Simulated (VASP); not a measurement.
Here is a VASP 6.6.1 calculation.

Contents of INCAR:

```
PREC     = Accurate       # precision mode
ENCUT    = 520            # plane-wave cutoff, eV
EDIFF    = 1E-7           # SCF threshold, eV
ISMEAR   = 0              # smearing method
SIGMA    = 0.1            # smearing width, eV
LREAL    = F              # projectors in reciprocal space
LASPH    = T              # aspherical terms in the spheres
NELM     = 120            # most SCF steps
ALGO     = Normal         # electronic algorithm
ISIF     = 3              # what is computed and relaxed
LWAVE    = F              # write WAVECAR
LCHARG   = F              # write CHGCAR
GGA      = PE             # functional
IBRION   = 2              # ionic algorithm
NSW      = 60             # ionic steps
EDIFFG   = -0.005         # ionic threshold
POTIM    = 0.3            # step
```

The input KPOINTS:

```
Automatic mesh
0
Gamma
  14 14 14
```

The input POSCAR:

```
Sb                                      
1.0
    3.1098581840      0.0000000000     -0.0000000000
    0.0000000000      3.1098581840      0.0000000000
   -0.0000000000      0.0000000000      3.1098581840
  Sb            
     1
Direct
     0.0000000000000000    0.0000000000000000    0.0000000000000000
```

Potentials or basis: VASP PAW PBE potentials, release 64 (Sb).

Command:

```console
$ cat potpaw_PBE.64/Sb/POTCAR > POTCAR
$ mpirun -np 1 vasp_std > vasp.out
```

Problem. What does it give for the band gap on the k mesh?

Solution. None (metal or under the smearing width).

Final structure:
```cif
data_structure
_symmetry_space_group_name_H-M 'P 1'
_symmetry_Int_Tables_number 1
_cell_length_a 3.1099
_cell_length_b 3.1099
_cell_length_c 3.1099
_cell_angle_alpha 90.000
_cell_angle_beta 90.000
_cell_angle_gamma 90.000
_cell_volume 30.08
loop_
_atom_site_label
_atom_site_type_symbol
_atom_site_fract_x
_atom_site_fract_y
_atom_site_fract_z
_atom_site_occupancy
Sb1 Sb 0.00000 0.00000 0.00000 1
```

Caveat: the relaxation stopped at its first step, so nothing moved. Spin-orbit coupling is left out, which matters for the levels of Sb.
